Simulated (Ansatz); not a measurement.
## Cl: ³⁵Cl nuclear quadrupole resonance

Cell: a computed structure from the Materials Project (it need not be an observed phase), atoms as given.

```cif
data_structure
_symmetry_space_group_name_H-M 'P 1'
_symmetry_Int_Tables_number 1
_cell_length_a 10.8155
_cell_length_b 10.8155
_cell_length_c 8.7799
_cell_angle_alpha 90.000
_cell_angle_beta 90.000
_cell_angle_gamma 90.000
_cell_volume 1027.04
loop_
_atom_site_label
_atom_site_type_symbol
_atom_site_fract_x
_atom_site_fract_y
_atom_site_fract_z
_atom_site_occupancy
Cl1 Cl 0.59743 0.35734 0.64413 1
Cl2 Cl 0.90257 0.85734 0.35587 1
Cl3 Cl 0.85734 0.09743 0.64413 1
Cl4 Cl 0.14266 0.90257 0.64413 1
Cl5 Cl 0.09743 0.85734 0.85587 1
Cl6 Cl 0.40257 0.35734 0.14413 1
Cl7 Cl 0.90257 0.14266 0.85587 1
Cl8 Cl 0.59743 0.64266 0.14413 1
Cl9 Cl 0.85734 0.90257 0.14413 1
Cl10 Cl 0.40257 0.64266 0.64413 1
Cl11 Cl 0.64266 0.40257 0.85587 1
Cl12 Cl 0.35734 0.40257 0.35587 1
Cl13 Cl 0.64266 0.59743 0.35587 1
Cl14 Cl 0.35734 0.59743 0.85587 1
Cl15 Cl 0.09743 0.14266 0.35587 1
Cl16 Cl 0.14266 0.09743 0.14413 1
```

Atoms are numbered from 1 in the order listed; like atoms form one site, named after its first atom.

Method: Kohn–Sham DFT in Ansatz, r2SCAN, plane waves and PAW, scalar-relativistic, 500 eV cutoff, Γ-centred 3×3×4 k-points, Fermi–Dirac smearing 0.05 eV.

³⁵Cl: I = 3/2, Q = -81.12 mb (year-2017 value). Static lattice, zero field.

Question: Predict the zero-field ³⁵Cl lines of each site.

Answer: For I = 3/2 there is one line, ν = (|C_Q|/2)(1 + η²/3)^½.

```json
{"site": "Cl", "atoms": "1, 2, 3, 4, 5, 6, …", "V_zz (10²¹ V/m²)": "56.2", "C_Q (MHz)": "-110", "η": "0.02", "line frequencies (MHz)": "55.1"}
```

Question: And for 37Cl (I = 3/2, Q = -63.93 mb) on Cl?

Answer: C_Q scales with Q to -86.9 MHz, with lines at 43.4 MHz.

The structure holds Cl–Cl bonds (1.98 Å). At Cl V_zz points along its bond to Cl (within 1°).

Hardware: 1 thread of Arm Neoverse V1 (aarch64; 8 cores open to the job, memory cap 2.5 GiB, no GPU), a shared host with a load of 0.5 a core. Wall time 2.5 min, CPU time 2.5 min, peak memory 2.2 GiB.
